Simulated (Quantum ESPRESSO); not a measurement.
# Ti in Quantum ESPRESSO: the effect of functional

Crystal: Ti.

```xyz
2
Lattice="2.9500 0.0000 0.0000 -1.4750 2.5548 0.0000 0.0000 0.0000 4.6800" Properties=species:S:1:pos:R:3 pbc="T T T"
Ti    1.4750    0.8516    3.5100
Ti    0.0000    1.7032    1.1700
```

Alike in all runs:

| Quantity | Value |
| --- | --- |
| Program | Quantum ESPRESSO 7.5 |
| Task | phonons |
| Cutoff | 1143 eV |
| Density cutoff | 4572 eV |
| k mesh | 8 × 8 × 5 |
| Occupations | cold, width 0.2 eV |
| Spin | no spin polarisation |

Each run relaxes the cell or the atoms first.

| functional | potentials or basis | relaxed volume (Å³/atom) | highest phonon frequency (cm⁻¹) |
| --- | --- | --- | --- |
| LDA | PseudoDojo 0.4.1 SR LDA standard | 16.12 | 202 |
| PBEsol | PseudoDojo 0.4.1 SR PBEsol standard | 16.73 | 193 |
| BLYP | PseudoDojo 0.4.1 SR PBE standard | ? | ? |
| PW91 | PseudoDojo 0.4.1 SR PBE standard | 17.31 | 176 |
| WC | PseudoDojo 0.4.1 SR PBE standard | 16.76 | 192 |
| vdW-DF-cx | PseudoDojo 0.4.1 SR PBE standard | 16.79 | 194 |

Problem. What does the run with functional BLYP give?

Solution. Relaxed volume 17.81 Å³/atom; highest phonon frequency 161 cm⁻¹.

Caveats: the mesh is thin for the phonons of a metal; the potentials were made for another functional, which shifts forces and pressure (some runs); before the sum rule the acoustic modes lie tens of cm⁻¹ from zero, a sign that the density grid also shifts the optical modes (some runs).

Runs at the PBE level aren't shown here.
